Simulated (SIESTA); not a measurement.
Crystal: Y.

```xyz
2
Lattice="3.6474 0.0000 0.0000 -1.8237 3.1587 0.0000 0.0000 0.0000 5.7306" Properties=species:S:1:pos:R:3 pbc="T T T"
Y     1.8237    1.0529    4.2980
Y     0.0000    2.1058    1.4326
```

| Property | Result |
| --- | --- |
| Program | SIESTA 5.4.2 |
| Task | single point |
| Functional | PBE |
| Potentials or basis | PseudoDojo 0.4 standard (PBE files) |
| Basis | DZP (energy shift 0.003 Ry; two zetas on semicore shells) |
| Grid cutoff | 800 Ry |
| Energy shift | 0.003 Ry |
| k mesh | 8 × 8 × 5 |
| Occupations | fermi-dirac, width 0.05 eV |
| Spin | no spin polarisation |

On this cell: pressure 0.0 GPa; largest force under 0.003 eV/Å; band gap on the k mesh none (metal or under the smearing width).

The same run follows on a disturbed copy (atoms moved at random, drawn with an rms of 0.05 Å):

```xyz
2
Lattice="3.6474 0.0000 0.0000 -1.8237 3.1587 0.0000 0.0000 0.0000 5.7306" Properties=species:S:1:pos:R:3 pbc="T T T"
Y     1.8572    1.0164    4.3050
Y    -0.0239    2.1294    1.4649
```

Problem. What changes?

Solution. The energy (extrapolated to zero smearing) moves by +2.4 meV/atom; pressure 0.0 GPa; largest force 0.129 eV/Å; band gap on the k mesh none (metal or under the smearing width).

Forces in eV/Å, atoms in the order of the input:
```
Y   -0.062  0.069  0.090
Y    0.062 -0.069 -0.091
```

Stress tensor (GPa, compression positive):
```
-0.12  0.19 -0.02
 0.19  0.28  0.02
-0.02  0.02 -0.13
```

Caveats: the basis of atomic orbitals isn't converged, which shifts pressures, moduli and gaps.
